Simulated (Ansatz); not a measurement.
Al: equation of state with PBEsol+D4

**Experimental background.**

From “The interpretation of polycrystalline coherent inelastic neutron scattering from aluminium”, 2013, pmc:3831299, for a bulk crystal of Al: bulk modulus 76.9 GPa.

Crystal: Al.

```
Al
1.0
     0.00000    2.02481    2.02481
     2.02481    0.00000    2.02481
     2.02481    2.02481    0.00000
Al
1
Cartesian
  0.0000 0.0000 0.0000
```

```
Program             : Ansatz 0.2.0
Task                : equation of state
Functional          : PBEsol
Dispersion          : D4
Potentials or basis : Ansatz PAW
Cutoff              : 420 eV
Density cutoff      : 1680 eV
k mesh              : 11 × 11 × 11
Occupations         : fermi-dirac, width 0.05 eV
Spin                : no spin polarisation
```

```yaml
Equilibrium_volume: 15.84 Å³/atom
Bulk_modulus: 88 GPa
Pressure_derivative_of_the_bulk_modulus: 4.4
```

Energy against volume, from the lowest point:
```tsv
volume (Å³/atom)	energy (meV/atom)
15.607	0.80
15.939	0.00
16.271	2.91
16.603	9.13
16.935	18.35
17.267	30.19
17.599	44.40
```

All runs of the series together: 4.5 s on 2 threads of AMD EPYC 7R43 64-Core Processor (Zen 3) (shared host).

Measured bulk modulus of Al: 76.9 GPa (quoted in “The interpretation of polycrystalline coherent inelastic neutron scattering from aluminium”, 2013, pmc:3831299). This calculation gives 88 GPa (+15.1 %). The fit is for a static lattice scaled at fixed shape and fixed fractional positions. The cell as given is a measured one (16.60 Å³/atom); PBEsol+D4 puts the equilibrium volume -4.6 % from it, thermal expansion not counted.
